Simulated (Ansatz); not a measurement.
## ZnS under strain: 33S NMR of the central transition

Cell: an entry of the Crystallography Open Database (COD), relaxed with PBE at fixed cell and then changed (z compressed by 3 %, ions relaxed).

```
Zn S
1.0
     1.91500    1.10563   15.15786
    -1.91500    1.10563   15.15786
     0.00000   -2.21125   15.15786
Zn S
5 5
Direct
  0.99966 0.99966 0.99966
  0.73290 0.73290 0.73290
  0.46615 0.46615 0.46615
  0.86621 0.86621 0.86621
  0.59960 0.59960 0.59960
  0.05054 0.05054 0.05054
  0.78368 0.78368 0.78368
  0.51704 0.51704 0.51704
  0.91709 0.91709 0.91709
  0.65048 0.65048 0.65048
```

Atoms are numbered from 1 in the order listed; like atoms form one site, named after its first atom.

All values are calculated (Ansatz; DFT, PBE, plane waves and PAW, scalar-relativistic, 420 eV cutoff, Γ-centred 13×13×13 k-points, Fermi–Dirac smearing 0.02 eV), not measured.

33S has I = 3/2 and Q = -69.40 mb (Pyykkö 2018); at 18.8 T its Larmor frequency is ν₀ = 61.5 MHz. Only the quadrupole interaction is simulated: positions count from each site's isotropic chemical shift, and J coupling is left out, as are shift anisotropy and dipolar coupling, which fast spinning averages.

(1) What does the 33S spectrum (fast magic-angle spinning) show for each site?

Results:

(1) 

```csv
site,first shell,C_Q (MHz),η,P_Q (MHz),δ_QIS (ppm),breadth (kHz)
S6,4 Zn at 2.31–2.32 Å,1.62,0.00,1.62,-17.4,2.29
S7,4 Zn at 2.31–2.33 Å,1.87,0.00,1.87,-23.2,3.05
S8,4 Zn at 2.31–2.33 Å,1.46,0.00,1.46,-14.0,1.84
S9,4 Zn at 2.31–2.33 Å,1.45,0.00,1.45,-13.8,1.82
S10,4 Zn at 2.31–2.33 Å,1.44,0.00,1.44,-13.7,1.80
```

δ_QIS = −(ν_Q²/30ν₀²)[I(I+1) − 3/4](1 + η²/3) × 10⁶ ppm with ν_Q = 3|C_Q|/[2I(2I−1)]; it falls as 1/B₀² in ppm, and the breadth as 1/B₀ in kHz.

An axis of threefold or higher order runs through S6, S7, S8, S9 and S10, so V_zz lies along it and η is zero.
